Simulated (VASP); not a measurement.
KCl (Sylvite):

```
K Cl
1.0
     0.00000    3.14647    3.14647
     3.14647    0.00000    3.14647
     3.14647    3.14647    0.00000
K Cl
1 1
Direct
  0.00000 0.00000 0.00000
  0.50000 0.50000 0.50000
```

Base run:

- Program: VASP 6.6.1
- Functional: HSE03
- Potentials or basis: VASP PAW PBE potentials, release 64 (K_sv, Cl)
- Cutoff: 520 eV
- k mesh: 6 × 6 × 6
- Occupations: gaussian, width 0.02 eV
- Spin: no spin polarisation

Its results: band gap on the k mesh 6.25 eV, direct; pressure 0.5 GPa.

The run is repeated on the same cell with these changes: functional from HSE03 to r2SCAN; k mesh from 6 × 6 × 6 to 8 × 8 × 8. What comes out?

Band gap on the k mesh 5.83 eV, direct; pressure 0.0 GPa.

Several settings changed at once, so the effect can't be laid on one alone.

Caveats: the PAW data sets were made with another functional, which shifts forces and pressure a little.

Not every run made on this cell is shown here.
